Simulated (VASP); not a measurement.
Zr:

```
Zr
1.0
    -1.79085    1.79085    1.79085
     1.79085   -1.79085    1.79085
     1.79085    1.79085   -1.79085
Zr
1
Direct
  0.00000 0.00000 0.00000
```

This isn't the form of Zr at room conditions, which is hcp.

- Program: VASP 6.6.1
- Task: relaxation of cell and atoms
- Functional: PBEsol
- Potentials or basis: VASP PAW PBE potentials, release 64 (Zr_sv)
- Cutoff: 300 eV
- k mesh: 16 × 16 × 16
- Occupations: gaussian, width 0.1 eV
- Spin: no spin polarisation

At the start: pressure -4.9 GPa; volume 22.97 Å³/atom.

Q: Where does the relaxation end?

A: Over 3 steps the energy falls by 21.0 meV/atom and the volume is 21.66 Å³/atom (-5.7 %); space group Im-3m (No. 229, to 0.05 Å).

The path:
| step | energy change (eV) | largest force (eV/Å) | pressure (GPa) | volume (Å³) |
| --- | --- | --- | --- | --- |
| 1 | 0.0000 | 0.0000 | -4.91 | 22.97 |
| 2 | -0.0085 | 0.0000 | 4.35 | 20.71 |
| 3 | -0.0210 | 0.0000 | -0.02 | 21.66 |

Final structure:
```
Zr
1.0
    -1.75613    1.75613    1.75613
     1.75613   -1.75613    1.75613
     1.75613    1.75613   -1.75613
Zr
1
Direct
  0.00000 0.00000 0.00000
```

Caveat: the PAW data sets were made with another functional, which shifts forces and pressure a little.
